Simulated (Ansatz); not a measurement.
All numbers below come from DFT PBE, scalar-relativistic, plane waves, PAW (Ansatz 0.2.0).

Structure of Te:

```yaml
crystal:
  lattice:
    - [4.51867, 0.00000, 0.00000]
    - [-2.25933, 3.91328, 0.00000]
    - [0.00000, 0.00000, 5.95610]
  atoms:
    - { symbol: Te, position: [0.26829, 0.00000, 0.33333] }
    - { symbol: Te, position: [0.00000, 0.26829, 0.66667] }
    - { symbol: Te, position: [0.73171, 0.73171, 0.00000] }
```

Settings: cutoff 420 eV, Γ-centred mesh 12×12×6 on the computed 3-atom cell, Gaussian smearing of 0.01 eV; no spin polarisation.

Levels along Γ–M–K–Γ–A–L–H–A | L–M | H–K, in eV from a zero inside the gap, sorted by energy at each point. Points in fractions of the primitive reciprocal vectors: Γ (0.000 0.000 0.000), M (0.500 0.000 0.000), K (0.333 0.333 0.000), A (0.000 0.000 0.500), L (0.500 0.000 0.500), H (0.333 0.333 0.500).
| point | k (1/Å, with 2π) | band 21 | band 22 | band 23 | band 24 | band 25 | band 26 | band 27 |
| --- | --- | --- | --- | --- | --- | --- | --- | --- |
| Γ | 0.000 | -2.83 | -1.72 | -1.72 | -0.91 | 0.90 | 0.90 | 1.44 |
| - | 0.401 | -3.38 | -1.57 | -1.07 | -0.89 | 0.75 | 0.94 | 1.72 |
| M | 0.803 | -3.56 | -3.43 | -1.09 | -0.89 | 0.75 | 0.81 | 2.99 |
| - | 1.035 | -3.40 | -3.30 | -1.94 | -1.88 | 1.65 | 1.92 | 3.28 |
| K | 1.266 | -3.04 | -3.04 | -2.93 | -2.64 | 2.66 | 2.66 | 2.93 |
| - | 1.730 | -3.04 | -1.88 | -1.39 | -1.38 | 1.35 | 1.41 | 1.71 |
| Γ | 2.193 | -2.83 | -1.72 | -1.72 | -0.91 | 0.90 | 0.90 | 1.44 |
| - | 2.457 | -2.57 | -1.53 | -1.53 | -0.93 | 0.56 | 0.63 | 0.94 |
| A | 2.721 | -2.70 | -1.36 | -1.11 | -1.11 | 0.37 | 0.37 | 0.40 |
| - | 3.122 | -3.14 | -2.07 | -1.89 | -1.42 | 1.17 | 1.65 | 2.02 |
| L | 3.524 | -3.62 | -2.44 | -2.10 | -0.27 | 0.69 | 1.82 | 2.38 |
| - | 3.755 | -4.31 | -1.45 | -1.37 | -0.20 | 0.66 | 1.47 | 1.89 |
| H | 3.987 | -4.90 | -0.99 | -0.12 | -0.12 | 0.12 | 1.24 | 1.24 |
| - | 4.451 | -3.67 | -1.95 | -1.71 | -0.85 | 0.65 | 1.97 | 2.10 |
| A | 4.914 | -2.70 | -1.36 | -1.11 | -1.11 | 0.37 | 0.37 | 0.40 |
| L | 4.914 | -3.62 | -2.44 | -2.10 | -0.27 | 0.69 | 1.82 | 2.38 |
| - | 5.178 | -3.57 | -2.06 | -1.76 | -1.47 | 1.12 | 1.75 | 2.47 |
| M | 5.441 | -3.56 | -3.43 | -1.09 | -0.89 | 0.75 | 0.81 | 2.99 |
| H | 5.441 | -4.90 | -0.99 | -0.12 | -0.12 | 0.12 | 1.24 | 1.24 |
| - | 5.705 | -4.12 | -2.48 | -1.57 | -1.15 | 1.64 | 2.18 | 2.27 |
| K | 5.969 | -3.04 | -3.04 | -2.93 | -2.64 | 2.66 | 2.66 | 2.93 |

Spin-orbit coupling is left out, which matters for the bands of heavy elements.

Cost: 1 run of about 1.4 core-minutes, on Intel Xeon 6975P-C (Granite Rapids) (shared hosts).